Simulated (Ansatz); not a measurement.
**A decomposition energy, worked out: Sr3Cl4**

Level of theory: DFT PBE, scalar-relativistic, plane waves, PAW (Ansatz 0.2.0). Settings: cutoff 420 eV, Γ-centred meshes spaced at most about 0.3 Å⁻¹, and about 0.25 Å⁻¹ or finer for metals (2π included), Gaussian smearing. No spin polarisation.

The zero of energy is the elements' standard structures at the same level (Cl₂ as a molecule); no fitted shifts are applied.

Temperature and zero-point effects are left out. A magnetic state wasn't ruled out in cells without spin, among them Sr3Cl4 Pm-3m.

A trial structure of Sr3Cl4 (reached from: random cell; relaxed: space group Pm-3m (No. 221), a = 5.972 Å) has a formation energy of -1.926 eV/atom. At its composition the lowest mixture among the elements and 1 reference phase computed alike (others may be missing) consists of these:

```json
{"phase": "Sr (solid)", "source": "element", "ΔE_f (eV/atom)": "0.000"}
{"phase": "SrCl2 (Fm-3m)", "source": "Materials Project", "ΔE_f (eV/atom)": "-2.541"}
```

Task: Write the balanced decomposition and find its energy per atom, per formula unit and per mole of formula units.

Result: Balancing Sr and Cl gives Sr3Cl4 → Sr + 2 SrCl2. The left side holds 7 atoms, and the products take 1/7 (Sr) and 6/7 (SrCl2) of them. The mixture therefore lies at 1/7 × (0.000) + 6/7 × (-2.541) = -2.178 eV/atom. The reaction energy is -2.178 − (-1.926) = -0.252 eV/atom. Times 7 atoms that is -1.764 eV per Sr3Cl4, and times 96.485 it is -170 kJ per mole of Sr3Cl4. Decomposition is downhill, so the trial structure is unstable against this mixture.
